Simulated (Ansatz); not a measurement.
Here is an Ansatz 0.2.0 calculation.

input.yaml

```yaml
crystal:
  lattice:
    - [0.0, 2.9165, 2.9165]
    - [2.9165, 0.0, 2.9165]
    - [2.9165, 2.9165, 0.0]
  atoms:
    - { symbol: Cd, position: [0.037523, -0.037366, 0.0051], spin: 0.5, spin_axis: [0.0, 0.0, 0.5] }
    - { symbol: S, position: [0.734978, 0.764301, 0.745284] }
hamiltonian:
  xc: lda
  pseudopotentials: { kind: paw_fr }
magnetization:
  noncollinear: true
  spin_orbit: true
kpoints:
  mp_grid: { grid: [6, 6, 6] }
scf:
  occupations: { method: fermi_dirac, width: 0.05 }
output:
  forces: true
  stress: true
relax:
  f_tol: 0.01
  max_steps: 40
```

Potentials or basis: Ansatz PAW.

Run with:

```console
$ ansatz run input.yaml --threads 1 --pin off --max-ram 2560MiB --backend cpu --events-out ev --progress --plain --runs-dir out
```

Problem. What does it give for the energy gained by relaxing?

Solution. 58.9 meV/atom.

Problem. What does it give for the net moment?

Solution. 0.00 μB per cell.

Problem. Estimate the absolute moment.

Solution. 0.00 μB per cell.

Problem. Predict the band gap on the k mesh.

Solution. 0.85 eV.

Moments on the atoms (μB; x, y, z):
```
Cd  0.00 0.00 0.00
S   0.00 0.00 0.00
```

Caveat: the starting moments weren't kept. A k mesh can miss the band edges.
